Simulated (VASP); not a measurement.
# WC (P-6m2) in VASP: density of states with PBE

Aim: the density of states of WC with PBE.

Program: VASP 6.6.1. These are calculated values, not measurements. Logs are shortened: lines on timing, memory, paths and dates and some standing lists are left out, and cuts for length are marked.

### 1 The structure

The structure is hexagonal, space group P-6m2 (No. 187). Conventional cell: a = 2.898 Å, b = 2.898 Å, c = 2.828 Å, α = 90.00°, β = 90.00°, γ = 120.00°. W (site symmetry -6m2) has 6 C at 2.19 Å as nearest neighbours. Around C (site symmetry -6m2) lie 6 W at 2.19 Å.

### 2 Density of states, PBE, collinear spin, typed start

POSCAR reads:

```
WC
1.0
    5.7959867700      0.0000000000      0.0000000000
   -1.4489966900      2.5097330600      0.0000000000
    0.0000000000      0.0000000000      2.8282979600
W C
2 2
Direct
    0.0000000000      0.0000000000      0.0000000000
    0.5000000000      0.0000000000      0.0000000000
    0.3333350000      0.3333300000      0.5000000000
    0.8333350000      0.3333300000      0.5000000000
```

INCAR.step1 reads:

```
SYSTEM = WC
ALGO = Normal
EDIFF = 1E-6
ENCUT = 520
GGA = PE
ISIF = 2
ISMEAR = 1
ISPIN = 2
ISYM = 0
LASPH = .TRUE.
LCHARG = .TRUE.
LMAXMIX = 4
LREAL = .FALSE.
LWAVE = .FALSE.
MAGMOM = 1 1 0 0
NBANDS = 30
NELM = 150
PREC = Accurate
SIGMA = 0.214
```

KPOINTS.step1 reads:

```
k-points
0
G
  4 8 6
  0 0 0
```

INCAR.step2 reads:

```
SYSTEM = WC
ALGO = Normal
EDIFF = 1E-6
ENCUT = 520
GGA = PE
ICHARG = 11
ISIF = 2
ISMEAR = -5
ISPIN = 2
ISYM = 0
LASPH = .TRUE.
LCHARG = .FALSE.
LMAXMIX = 4
LORBIT = 10
LREAL = .FALSE.
LWAVE = .FALSE.
MAGMOM = 1 1 0 0
NEDOS = 2001
NELM = 150
PREC = Accurate
SIGMA = 0.214
```

KPOINTS.step2 reads:

```
k-points
0
G
  6 12 9
  0 0 0
```

Potentials or basis: VASP PAW PBE potentials, release 64 (W_sv, C).

The run is started by

```sh
$ cat potpaw_PBE.64/W_sv/POTCAR potpaw_PBE.64/C/POTCAR > POTCAR
$ cp INCAR.step1 INCAR
$ cp KPOINTS.step1 KPOINTS
$ mpirun -np 1 vasp_std > vasp.out
$ cp INCAR.step2 INCAR
$ cp KPOINTS.step2 KPOINTS
$ mpirun -np 1 vasp_std > vasp.out
```

OUTCAR:

```text
SYSTEM = WC
   EDIFF = 1E-6
   ENCUT = 520
   GGA = PE
   ICHARG = 11
   ISIF = 2
   ISMEAR = -5
   ISPIN = 2
   ISYM = 0
   LASPH = .TRUE.
   LORBIT = 10
   LREAL = .FALSE.
   NELM = 150
   PREC = Accurate

 ion  position               nearest neighbor table
   1  0.000  0.000  0.000-   4 2.19   4 2.19   4 2.19   4 2.19   3 2.19   3 2.19   2 2.90   2 2.90
                             2 2.90   2 2.90
   2  0.500  0.000  0.000-   3 2.19   3 2.19   3 2.19   3 2.19   4 2.19   4 2.19   1 2.90   1 2.90
                             1 2.90   1 2.90
   3  0.333  0.333  0.500-   2 2.19   2 2.19   2 2.19   2 2.19   1 2.19   1 2.19
   4  0.833  0.333  0.500-   1 2.19   1 2.19   1 2.19   1 2.19   2 2.19   2 2.19

IMPORTANT INFORMATION: All symmetrisations will be switched off!
NOSYMM: (Re-)initialisation of all symmetry stuff for point group C_1.

----------------------------------------------------------------------------------------

                                     Primitive cell

  volume of cell :      41.1415

  direct lattice vectors                    reciprocal lattice vectors
     5.795986770  0.000000000  0.000000000     0.172533175  0.099612187  0.000000000
    -1.448996690  2.509733060  0.000000000     0.000000000  0.398448750  0.000000000
     0.000000000  0.000000000  2.828297960     0.000000000  0.000000000  0.353569537

  length of vectors
     5.795986770  2.897990932  2.828297960     0.199224206  0.398448750  0.353569537

  position of ions in fractional coordinates (direct lattice)
     0.000000000  0.000000000  0.000000000
     0.500000000  0.000000000  0.000000000
     0.333335000  0.333330000  0.500000000
     0.833335000  0.333330000  0.500000000

  ion indices of the primitive-cell ions
   primitive index   ion index
                 1           1
                 2           2
                 3           3
                 4           4

----------------------------------------------------------------------------------------

 KPOINTS: k-points

Automatic generation of k-mesh.
 Grid dimensions read from file:
 generate k-points for:    6   12    9

 Generating k-lattice:

  Cartesian coordinates                     Fractional coordinates (reciprocal lattice)
     0.028755529  0.016602031  0.000000000     0.166666667  0.000000000  0.000000000
     0.000000000  0.033204062  0.000000000     0.000000000  0.083333333  0.000000000
     0.000000000  0.000000000  0.039285504     0.000000000  0.000000000  0.111111111

  Length of vectors
     0.033204034  0.033204062  0.039285504

  Shift w.r.t. Gamma in fractional coordinates (k-lattice)
     0.000000000  0.000000000  0.000000000

 TETIRR: Found   1944 inequivalent tetrahedra from     3888

 Subroutine IBZKPT returns following result:
 ===========================================

 Found    326 irreducible k-points:

 Following reciprocal coordinates:
            Coordinates               Weight
  0.000000  0.000000  0.000000      1.000000
  0.166667 -0.000000  0.000000      2.000000
  0.333333 -0.000000  0.000000      2.000000
  0.500000 -0.000000  0.000000      1.000000
  0.000000  0.083333  0.000000      2.000000
 -0.166667  0.083333  0.000000      2.000000
[... 16 lines left out ...]
  0.000000  0.333333  0.000000      2.000000
  0.333333  0.333333  0.000000      2.000000
 [... further k-points ...]
   k-points           NKPTS =    326   k-points in BZ     NKDIM =    326   number of bands    NBANDS=     23
   number of dos      NEDOS =   2001   number of ions     NIONS =      4
   total plane-waves  NPLWV =  27648
   dimension x,y,z NGX =    48 NGY =   24 NGZ =   24
   dimension x,y,z NGXF=    96 NGYF=   48 NGZF=   48
   ions per type =               2   2
   NGX,Y,Z   is equivalent  to a cutoff of  13.77, 13.77, 14.11 a.u.
   NGXF,Y,Z  is equivalent  to a cutoff of  27.54, 27.54, 28.21 a.u.
 SYSTEM =  WC
   PREC   = accura    normal or accurate (medium, high low for compatibility)
   ISTART =      0    job   : 0-new  1-cont  2-samecut
   ICHARG =     11    charge: 1-file 2-atom 10-const
   ISPIN  =      2    spin polarized calculation?
   LNONCOLLINEAR =      F non collinear calculations
   LSORBIT =      F    spin-orbit coupling
   LASPH  =      T    aspherical Exc in radial PAW
   ENCUT  =  520.0 eV  38.22 Ry    6.18 a.u.  10.78  5.39  5.26*2*pi/ulx,y,z
   NELM   =    150;   NELMIN=  2; NELMDL=  0     # of ELM steps
   EDIFF  = 0.1E-05   stopping-criterion for ELM
   LREAL  =      F    real-space projection
   EDIFFG = 0.1E-04   stopping-criterion for IOM
   NSW    =      0    number of steps for IOM
   IBRION =     -1    ionic relax: 0-MD 1-quasi-New 2-CG
   NFREE  =      0    steps in history (QN), initial steepest desc. (CG)
   ISIF   =      2    stress and relaxation
   ISYM   =      0    0-nonsym 1-usesym 2-fastsym
   POTIM  = 0.5000    time-step for ionic-motion
   TEBEG  =    0.0;   TEEND  =   0.0 temperature during run
   PSTRESS=    0.0 pullay stress
   NELECT =      36.0000    total number of electrons
   NUPDOWN=      -1.0000    fix difference up-down
   EMIN   =  10.00;   EMAX   =-10.00  energy-range for DOS
   EFERMI =   0.00;   METHOD = LEGACY
   ISMEAR =    -5;   SIGMA  =   0.21  broadening in eV -4-tet -1-fermi 0-gaus
   EFERMI_NEDOS =   21; number of points for ismear=-14 and -15
   IALGO  =     38    algorithm
   IMIX   =      4    mixing-type and parameters
     AMIX     =   0.40;   BMIX     =  1.00
     AMIX_MAG =   1.60;   BMIX_MAG =  1.00
  volume/ion in A,a.u.               =      10.29        69.41
  Fermi-wavevector in a.u.,A,eV,Ry     =   1.565846  2.959019 33.359755  2.451873
  Thomas-Fermi vector in A             =   2.668261
   LORBIT       =     10    0 simple, 1 ext, 2 COOP (PROOUT), +10 PAW based schemes
   GGA     = PE    functional components
   LHFCALC =     F    Hartree Fock is set to
   AEXX    =    0.0000 exact exchange contribution
   IVDW    =     0    specifies the selected vdW correction
   LEPSILON=     F    determine dielectric tensor
   LRPA    =     F    only Hartree local field effects (RPA)
 spin polarized calculation
 Fermi weights with tetrahedron method with Bloechl corrections
  energy-cutoff  :      520.00
  volume of cell :       41.14
 maximum number of plane-waves:      1138
 NGX is ok and might be reduce to    48

 number of electron      36.0000001 magnetization       0.0000007

 Free energy of the ion-electron system (eV)
  ---------------------------------------------------
  ext. energy  EPLUGINS =         0.00000000
  ---------------------------------------------------
  free energy    TOTEN  =       -44.86408379 eV

  energy without entropy =      -44.86408379  energy(sigma->0) =      -44.86408379

 E-fermi :  11.1863     XC(G=0): -13.8491

 val. band max:       11.2871022090   @ k =   0.0000   0.0000   0.0000
 cond. band min:      11.1771333497   @ k =   0.0000   0.0833   0.3333
 fundamental gap:     -0.1099688593
 Fermi energy:        11.1863376838

 spin component 1

 k-point     1 :       0.0000    0.0000    0.0000
  band No.  band energies     occupation
      1     -62.7721      1.00000
      2     -62.7114      1.00000
      3     -27.4822      1.00000
      4     -26.8404      1.00000
      5     -26.7631      1.00000
      6     -26.6478      1.00000
[... 15 lines left out ...]
     22      15.8015      0.00000
     23      16.1550      0.00000

 k-point     2 :       0.1667   -0.0000    0.0000
  band No.  band energies     occupation
      1     -62.7681      1.00000
      2     -62.7155      1.00000
      3     -27.4291      1.00000
      4     -26.8275      1.00000
      5     -26.7554      1.00000
      6     -26.7033      1.00000
[... 15 lines left out ...]
     22      15.6150      0.00000
     23      15.8012      0.00000
[... 544 lines left out ...]
     22      14.8976      0.00000
     23      15.8812      0.00000

 k-point    24 :       0.3333    0.3333    0.0000
  band No.  band energies     occupation
      1     -62.7266      1.00000
      2     -62.7114      1.00000
      3     -27.3786      1.00000
      4     -27.2818      1.00000
      5     -26.9532      1.00000
      6     -26.7920      1.00000
[... 15 lines left out ...]
     22      14.8975      0.00000
     23      15.8756      0.00000

 [... further k-points ...]

 spin component 2

 k-point     1 :       0.0000    0.0000    0.0000
  band No.  band energies     occupation
      1     -62.7721      1.00000
      2     -62.7114      1.00000
      3     -27.4822      1.00000
      4     -26.8404      1.00000
      5     -26.7631      1.00000
      6     -26.6478      1.00000
[... 15 lines left out ...]
     22      15.8015      0.00000
     23      16.1550      0.00000

 k-point     2 :       0.1667   -0.0000    0.0000
  band No.  band energies     occupation
      1     -62.7681      1.00000
      2     -62.7155      1.00000
      3     -27.4291      1.00000
      4     -26.8275      1.00000
      5     -26.7554      1.00000
      6     -26.7033      1.00000
[... 15 lines left out ...]
     22      15.6150      0.00000
     23      15.8011      0.00000
[... 544 lines left out ...]
     22      14.8976      0.00000
     23      15.8749      0.00000

 k-point    24 :       0.3333    0.3333    0.0000
  band No.  band energies     occupation
      1     -62.7266      1.00000
      2     -62.7114      1.00000
      3     -27.3786      1.00000
      4     -27.2818      1.00000
      5     -26.9532      1.00000
      6     -26.7920      1.00000
[... 15 lines left out ...]
     22      14.8975      0.00000
     23      15.8749      0.00000

 [... further k-points ...]

------------------------ aborting loop because EDIFF is reached ----------------------------------------

  FORCE on cell =-STRESS in cart. coord.  units (eV):
  Direction    XX          YY          ZZ          XY          YZ          ZX
  --------------------------------------------------------------------------------------
  -------------------------------------------------------------------------------------
  Total        2.6317342      2.6553688      2.1479719     -0.0594628     -0.0015059      0.0030654
  in kB      102.4878857    103.4082878     83.6486825     -2.3156670     -0.0586451      0.1193745
  external PRESSURE =      96.5149520 kB  Pullay stress =       0.0000000 kB

 VOLUME and BASIS-vectors are now :
 -----------------------------------------------------------------------------
  energy-cutoff  :      520.00
  volume of cell :       41.14
      direct lattice vectors                 reciprocal lattice vectors
     5.795986770  0.000000000  0.000000000     0.172533175  0.099612187  0.000000000
    -1.448996690  2.509733060  0.000000000     0.000000000  0.398448750  0.000000000
     0.000000000  0.000000000  2.828297960     0.000000000  0.000000000  0.353569537

 POSITION                                       TOTAL-FORCE (eV/Angst)
 -----------------------------------------------------------------------------------
      0.00000      0.00000      0.00000        -0.012113     -0.002014      0.000067
      2.89799      0.00000      0.00000        -0.010962     -0.001347      0.000070
      1.44901      0.83657      1.41415         0.011307      0.001549     -0.000072
      4.34700      0.83657      1.41415         0.011768      0.001812     -0.000066
 -----------------------------------------------------------------------------------
    total drift:                                0.002028      0.000298      0.000003

  FREE ENERGIE OF THE ION-ELECTRON SYSTEM (eV)
  ---------------------------------------------------
  free  energy   TOTEN  =       -44.8640837948 eV

  energy  without entropy=      -44.8640837948  energy(sigma->0) =      -44.86408379

 total charge

# of ion       s       p       d       tot
------------------------------------------
    1        2.351   6.434   3.408  12.194
    2        2.351   6.434   3.408  12.194
    3        0.856   1.588   0.000   2.444
    4        0.856   1.588   0.000   2.444
--------------------------------------------------
tot          6.415  16.045   6.817  29.277

 magnetization (x)

# of ion       s       p       d       tot
------------------------------------------
    1       -0.000  -0.000  -0.000  -0.000
    2       -0.000   0.000  -0.000   0.000
    3       -0.000   0.000   0.000   0.000
    4       -0.000   0.000   0.000   0.000
--------------------------------------------------
tot         -0.000   0.000  -0.000  -0.000
```

It took 5.2 min on 1 thread of Intel Xeon Platinum 8488C (Sapphire Rapids), shared host; peak memory 0.52 GiB.

What came out:

```
Net moment                                            : 0.00 μB per cell
Valence electrons inside the program's atomic spheres : W 12.19; C 2.44
```

States per cell in windows of 1 eV (zero at the Fermi level; states under -8 eV left out):
```tsv
from (eV)	up	down	W2_d_up	W1_d_down	W2_d_down	W1_d_up	C4_p_up	C3_p_up
-8.0	0.16	0.16	0.02	0.02	0.02	0.02	0.02	0.02
-7.0	1.37	1.37	0.20	0.20	0.20	0.20	0.14	0.14
-6.0	0.64	0.64	0.11	0.11	0.11	0.11	0.07	0.07
-5.0	1.06	1.06	0.20	0.19	0.20	0.19	0.12	0.12
-4.0	1.55	1.55	0.31	0.31	0.31	0.31	0.17	0.17
-3.0	1.20	1.20	0.24	0.24	0.24	0.24	0.15	0.15
-2.0	1.31	1.31	0.34	0.34	0.34	0.34	0.09	0.09
-1.0	0.70	0.70	0.18	0.18	0.18	0.18	0.04	0.04
0.0	0.21	0.21	0.08	0.08	0.08	0.08	0.00	0.00
1.0	0.47	0.47	0.19	0.19	0.19	0.19	0.01	0.01
2.0	0.76	0.76	0.28	0.29	0.28	0.29	0.02	0.02
3.0	1.08	1.08	0.34	0.34	0.34	0.34	0.07	0.07
4.0	1.46	1.46	0.51	0.51	0.50	0.50	0.07	0.07
5.0	0.79	0.79	0.25	0.25	0.25	0.25	0.05	0.05
6.0	0.23	0.22	0.07	0.06	0.06	0.06	0.01	0.01
7.0	0.00	0.00	0.00	0.00	0.00	0.00	0.00	0.00
```

Caveat: the k mesh is coarse (spacing up to 0.37 Å⁻¹), so the values aren't converged; tetrahedron occupations give inexact forces and stress in metals. Spin-orbit coupling is left out, which matters for the levels of W.
